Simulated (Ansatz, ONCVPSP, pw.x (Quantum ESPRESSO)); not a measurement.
## Ta: one change to the ONCV potential, in the atom and in the fcc crystal

tantalum (Ta), optimised norm-conserving Vanderbilt (ONCV), made with ONCVPSP 4.0.1.1 (patched build) (PBE, scalar-relativistic). Core [Kr] 4d10 4f14, reference 5s2 5p6 5d3 (charge +2). Waves: 5s: rc 1.60 bohr, ncon 4, nbas 8, qcut 7.1 1/bohr, 1 projector; 5p: rc 2.10 bohr, ncon 3, nbas 6, qcut 5.4 1/bohr, 1 projector; 5d: rc 1.95 bohr, ncon 4, nbas 8, qcut 4.9 1/bohr, 2 projectors, debl 2.2 Ha. Local part: polynomial inside 1.60 bohr (lpopt 2, dvloc0 2 Ha). Core correction: Teter function, fcfact 6, rcfact 1.2.

Change: local potential polynomial inside 1.40 bohr (lpopt 1, dvloc0 0 Ha).

Cutoffs, loose and tight: the cutoffs (Ha) at which the residual kinetic energy of the hardest occupied pseudo-wave falls to 1 and 0.1 mHa per electron. They do not see the model core or the augmentation charge, which bear on the density cutoff. Test errors are all-electron minus pseudo excitation energies from the reference, over the configurations 5s2 5p6 5d3 6s2; 5s2 5p6 5d3 6s1; 5s2 5p6 5d2; 5s1 5p6 5d3 6s2; variants that change the core or the reference have their own tests.

Crystal test: fcc Ta in pw.x 7.5, no spin, 13³ k-points, Fermi–Dirac smearing 0.01 Ry, cutoffs set for each file from its atomic test. The reference is all-electron LAPW (Ansatz 0.2.0) with the same functional, mesh and smearing; V0 and B0 come from Birch–Murnaghan fits to the pressures at five volumes. Errors are pseudo minus all-electron; Δ is the rms difference of the E(V) curves that follow from these fits, minima aligned, over ±6 % about the mean V0. Mesh and smearing are coarse, so the numbers serve the comparison and aren't converged zero-temperature values; the lattice is a test structure that the element need not adopt.

All-electron: a0 = 4.224 Å (V0 = 18.84 Å³/atom), B0 = 188.4 GPa.

Task: Does the change bring the crystal closer to the all-electron result?

Result: The mean pressure error goes from -5.96 to -6.74 GPa, so the change moves the solid further from the all-electron pressures.

| quantity | base | changed |
| --- | --- | --- |
| outcome (atom) | generated | generated |
| cutoff, loose (atom) | 20 Ha | 20 Ha |
| cutoff, tight (atom) | 47 Ha | 47 Ha |
| bound ghosts (atom) | none | none |
| largest test error (meV) (atom) | +669 | +231 |
| cutoffs in pw.x (Ry) | 110/440 | 110/440 |
| a0 (Å) | 4.178 | 4.172 |
| a0 error (%) | -1.10 | -1.24 |
| B0 error (%) | +1.8 | +2.8 |
| Δ (meV/atom) | 25.6 | 28.9 |
| mean pressure error (GPa) | -5.96 | -6.74 |

Base: This is a poor potential for the solid. Changed file: This is a poor potential for the solid.
